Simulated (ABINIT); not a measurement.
# Ta: single point with PBE

Crystal: Ta.

```
Ta
1.0
    -1.65404    1.65404    1.65404
     1.65404   -1.65404    1.65404
     1.65404    1.65404   -1.65404
Ta
1
Direct
  0.00000 0.00000 0.00000
```

The cell isn't the ideal one: cell relaxed.

```json
{
  "Program": "ABINIT 10.8.3 (patched build)",
  "Task": "single point",
  "Functional": "PBE",
  "Potentials or basis": "PseudoDojo NC SR PBE v0.4.1 standard",
  "Cutoff": "789 eV",
  "k mesh": "8 × 8 × 8",
  "Occupations": "fermi-dirac, width 0.05 eV",
  "Spin": "no spin polarisation"
}
```

- Pressure: 0.0 GPa
- Band gap on the k mesh: none (metal or under the smearing width)
- Valence electrons inside the program's atomic spheres: Ta 9.26 (radii [1.0584] Å)

Levels at points of the mesh, in eV from the Fermi level:
| k point | band 2 | band 3 | band 4 | band 5 | band 6 | band 7 | band 8 | band 9 | band 10 | band 11 |
| --- | --- | --- | --- | --- | --- | --- | --- | --- | --- | --- |
| (0.00, 0.00, 0.00) | -33.07 | -33.07 | -33.07 | -7.92 | 0.73 | 0.73 | 0.73 | 3.98 | 3.98 | 14.55 |
| (0.50, 0.00, 0.00) | -34.23 | -33.45 | -33.08 | -4.37 | -1.54 | 1.53 | 3.86 | 4.89 | 7.76 | 11.64 |
| (0.50, 0.50, 0.50) | -33.88 | -33.88 | -33.88 | -3.79 | -3.79 | 6.80 | 6.80 | 6.80 | 8.52 | 8.52 |

Wall time 6.8 s on 1 thread of Arm Neoverse V2, on a shared host, peak memory 0.07 GiB.

The run has no spin-orbit coupling, so splittings on Ta are missing.
